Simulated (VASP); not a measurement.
PbSe (Clausthalite):

```
CELL_PARAMETERS angstrom
0.00000 3.06065 3.06065
3.06065 0.00000 3.06065
3.06065 3.06065 0.00000
ATOMIC_POSITIONS crystal
Pb 0.00000 0.00000 0.00000
Se 0.50000 0.50000 0.50000
```

* Program: VASP 6.6.1
* Task: relaxation of cell and atoms
* Functional: PBE
* Potentials or basis: VASP PAW PBE potentials, release 64 (Pb, Se)
* Cutoff: 300 eV
* k mesh: 4 × 4 × 4
* Occupations: gaussian, width 0.03 eV
* Spin: no spin polarisation

At the start: pressure 2.2 GPa; volume 28.67 Å³/atom.

Task: How do energy, volume and symmetry change on relaxing?

Result: Over 3 steps the energy falls by 7.8 meV/atom and the volume is 29.87 Å³/atom (+4.2 %); space group Fm-3m (No. 225, to 0.05 Å).

Step by step:
```
step  energy change (eV)  largest force (eV/Å)  pressure (GPa)  volume (Å³)
   1              0.0000                0.0000            2.18        57.34
   2             -0.0137                0.0000           -0.69        60.63
   3             -0.0157                0.0000            0.00        59.74
```

Final structure:
```
Pb Se
1.0
     0.00000    3.10271    3.10271
     3.10271    0.00000    3.10271
     3.10271    3.10271    0.00000
Pb Se
1 1
Cartesian
  0.0000 0.0000 0.0000
  3.1027 3.1027 3.1027
```

Caveat: the k mesh is coarse (spacing up to 0.44 Å⁻¹), so the values aren't converged.
